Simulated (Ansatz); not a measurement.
# MnS (Fm-3m) in Ansatz: further runs, part 2 of 2

Ansatz 0.2.0.

## Step 8: Single point, exchange-only PBE, collinear spin, ferromagnetic start, 18.37 Å³/atom (volume scaled by 1.04)

input.yaml reads:

```yaml
crystal:
  lattice:
    - [0.0, 2.6387736672, 2.6387736672]
    - [2.6387736672, 0.0, 2.6387736672]
    - [2.6387736672, 2.6387736672, 0.0]
  atoms:
    - { symbol: Mn, position: [0.0, 0.0, 0.0], spin: 4.0 }
    - { symbol: S, position: [0.5, 0.5, 0.5] }
hamiltonian:
  xc: { exchange: pbe, correlation: none }
  pseudopotentials: { kind: paw }
magnetization:
  spin_polarized: true
kpoints:
  mp_grid: { grid: [9, 9, 9] }
scf:
  occupations: { method: fermi_dirac, width: 0.05 }
output:
  forces: true
  stress: true
  eigenvalues: true
```

The run is started by

```
ansatz run input.yaml --threads 2 --pin off --max-ram 5120MiB --backend cpu --events-out ev --progress --plain --runs-dir out
```

Run time: 2.1 s. Hardware: 2 threads of Arm Neoverse V1, shared host; peak memory 0.32 GiB.

The run converged. Its results:

* Free energy: -4754.5143 eV
* Pressure: 9.7 GPa
* Band gap on the k mesh: none (metal or under the smearing width)
* Net moment: 4.92 μB per cell
* Absolute moment: 4.92 μB per cell
* Site moments: Mn +4.40; S +0.15 μB

Caveat: a cell with one magnetic atom can't hold antiferromagnetic order, which such compounds often take; semilocal functionals often make such compounds metallic where correlation or magnetic order opens a gap, which also shifts bond lengths; the PAW data sets come from PBE, with cores solved anew for the run's functional, which leaves a small shift of forces and pressure.

## Step 9: Single point, exchange-only PBE, collinear spin, ferromagnetic start, 18.73 Å³/atom (volume scaled by 1.06)

Edit input.yaml of step 8 so:

```diff
@@ -2,5 +2,5 @@
   lattice:
-    - [0.0, 2.6387736672, 2.6387736672]
-    - [2.6387736672, 0.0, 2.6387736672]
-    - [2.6387736672, 2.6387736672, 0.0]
+    - [0.0, 2.655581596, 2.655581596]
+    - [2.655581596, 0.0, 2.655581596]
+    - [2.655581596, 2.655581596, 0.0]
   atoms:
```

Potentials or basis: Ansatz PAW.

The run is started by

```
ansatz run input.yaml --threads 2 --pin off --max-ram 5120MiB --backend cpu --events-out ev --progress --plain --runs-dir out
```

It took 2.2 s on 2 threads of Arm Neoverse V1, shared host; peak memory 0.32 GiB.

The run converged. Its results:

| Property | Result |
| --- | --- |
| Free energy | -4754.5541 eV |
| Pressure | 8.4 GPa |
| Band gap on the k mesh | none (metal or under the smearing width) |
| Net moment | 4.95 μB per cell |
| Absolute moment | 4.95 μB per cell |
| Site moments | Mn +4.43; S +0.15 μB |

Caveat: a cell with one magnetic atom can't hold antiferromagnetic order, which such compounds often take; semilocal functionals often make such compounds metallic where correlation or magnetic order opens a gap, which also shifts bond lengths; the PAW data sets come from PBE, with cores solved anew for the run's functional, which leaves a small shift of forces and pressure.

## Step 10: Equation of state, exchange-only PBE, collinear spin, ferromagnetic start

This step only gathers the single runs of the series.

What came out:

```
Equilibrium volume : outside the volumes run
```

Energy against volume, from the lowest point:
```csv
volume (Å³/atom),energy (meV/atom)
16.607,172.89
16.961,134.10
17.314,99.73
17.667,69.42
18.021,42.96
18.374,19.93
18.727,0.00
```

Caveat: the potentials were made for another functional, which shifts forces and pressure.

## Step 11: Band structure, PBE, collinear spin, ferromagnetic start

input.yaml reads:

```yaml
crystal:
  lattice:
    - [0.0, 2.6045, 2.6045]
    - [2.6045, 0.0, 2.6045]
    - [2.6045, 2.6045, 0.0]
  atoms:
    - { symbol: Mn, position: [0.0, 0.0, 0.0], spin: 4.0 }
    - { symbol: S, position: [0.5, 0.5, 0.5] }
hamiltonian:
  xc: pbe
  pseudopotentials: { kind: nc, accuracy: standard }
magnetization:
  spin_polarized: true
kpoints:
  mp_grid: { grid: [9, 9, 9] }
  band_path:
    path:
      - [[0.0, 0.0, 0.0], [0.5, 0.0, 0.5], [0.5, 0.25, 0.75], [0.375, 0.375, 0.75], [0.0, 0.0, 0.0], [0.5, 0.5, 0.5], [0.625, 0.25, 0.625], [0.5, 0.25, 0.75], [0.5, 0.5, 0.5], [0.375, 0.375, 0.75]]
      - [[0.625, 0.25, 0.625], [0.5, 0.0, 0.5]]
    npoints: 14
scf:
  occupations: { method: fermi_dirac, width: 0.05 }
  n_extra_bands: 6
output:
  forces: true
  stress: true
  eigenvalues: true
  fatbands: false
```

Potentials or basis: PseudoDojo standard (PBE files).

The run is started by

```
ansatz run input.yaml --threads 2 --pin off --max-ram 5120MiB --backend cpu --events-out ev --progress --plain --runs-dir out
```

Run time: 12 s. Hardware: 2 threads of Arm Neoverse V1, shared host; peak memory 0.66 GiB.

The run converged. Its results:

```
Free energy            : -3264.3316 eV
Pressure               : -2.0 GPa
Band gap on the k mesh : none (metal or under the smearing width)
Net moment             : 4.77 μB per cell
Absolute moment        : 4.77 μB per cell
Site moments           : Mn +4.26; S +0.16 μB
```

Levels at the corners of the path, in eV from the Fermi level:
Spin up:
```csv
point,band 9,band 10,band 11,band 12,band 13,band 14,band 15,band 16,band 17
Γ,-3.40,-3.40,-1.88,-1.88,-1.88,1.71,8.47,8.47,8.47
X,-3.49,-3.15,-2.86,-2.86,-2.37,0.85,5.38,10.12,11.91
W,-2.86,-2.77,-2.77,-2.55,-2.13,4.10,6.62,7.08,7.08
K,-3.21,-2.93,-2.67,-2.33,-1.47,2.50,6.15,8.39,8.84
Γ,-3.40,-3.40,-1.88,-1.88,-1.88,1.71,8.47,8.47,8.47
L,-2.99,-2.99,-2.60,0.32,0.32,2.80,5.34,5.34,8.50
U,-3.21,-2.93,-2.67,-2.33,-1.47,2.50,6.15,8.39,8.84
W,-2.86,-2.77,-2.77,-2.55,-2.13,4.10,6.62,7.08,7.08
L,-2.99,-2.99,-2.60,0.32,0.32,2.80,5.34,5.34,8.50
K,-3.21,-2.93,-2.67,-2.33,-1.47,2.50,6.15,8.39,8.84
U,-3.21,-2.93,-2.67,-2.33,-1.47,2.50,6.15,8.39,8.84
X,-3.49,-3.15,-2.86,-2.86,-2.37,0.85,5.38,10.12,11.91
```
Spin down:
```tsv
point	band 6	band 7	band 8	band 9	band 10	band 11
Γ	-1.65	-1.65	-1.65	0.42	0.42	0.42
X	-5.56	-3.18	-3.18	-0.72	0.91	1.66
W	-4.75	-4.75	-4.14	1.12	1.12	1.29
K	-5.15	-4.77	-3.33	0.37	1.52	1.60
Γ	-1.65	-1.65	-1.65	0.42	0.42	0.42
L	-6.38	-3.33	-3.33	1.41	1.41	1.59
U	-5.15	-4.77	-3.33	0.37	1.52	1.60
W	-4.75	-4.75	-4.14	1.12	1.12	1.29
L	-6.38	-3.33	-3.33	1.41	1.41	1.59
K	-5.15	-4.77	-3.33	0.37	1.52	1.60
U	-5.15	-4.77	-3.33	0.37	1.52	1.60
X	-5.56	-3.18	-3.18	-0.72	0.91	1.66
```

Caveat: a cell with one magnetic atom can't hold antiferromagnetic order, which such compounds often take; semilocal functionals often make such compounds metallic where correlation or magnetic order opens a gap, which also shifts bond lengths. With open d or f shells a metallic result of PBE can be an artefact of self-interaction; +U or a hybrid may open a gap.

## Step 12: Summary

```tsv
task	level	potentials or basis	U	cell	cutoff (eV)	hubbard projectors	double counting	points for each segment of the path	gap on the mesh (eV)	pressure (GPa)	moment (μB)
relaxation of cell and atoms	r2SCAN+U	Ansatz PAW	Mn d U = 4.5 eV	relaxed	500	ortho-atomic (the default)	fll (the default)	-	1.56	0.0	5.00
equation of state	exchange-only PBE	Ansatz PAW	-	as given	420	-	-	-	-	-	-
band structure	PBE	PseudoDojo standard (PBE files)	-	as given	1306	-	-	14	none	-2.0	4.77
```

Alike in all rows: spin collinear, ferromagnetic start; k mesh 9 × 9 × 9; smearing fermi-dirac 0.05 eV.

Caveats: a cell with one magnetic atom can't hold antiferromagnetic order, which such compounds often take (some runs); the magnetic or orbital state may not be the lowest (some runs); odd divisions of the mesh miss points on the zone boundary, where band edges often lie, so the gap on the mesh can be too wide (some runs); the plane-wave basis is chosen anew once the cell has moved, so the energies of steps on either side of that aren't comparable (some runs); the PAW data sets come from PBE, with cores solved anew for the run's functional, which leaves a small shift of forces and pressure (some runs); the potentials were made for another functional, which shifts forces and pressure (some runs); semilocal functionals often make such compounds metallic where correlation or magnetic order opens a gap, which also shifts bond lengths (some runs).

Absolute energies hang on the potentials; compare differences alone.
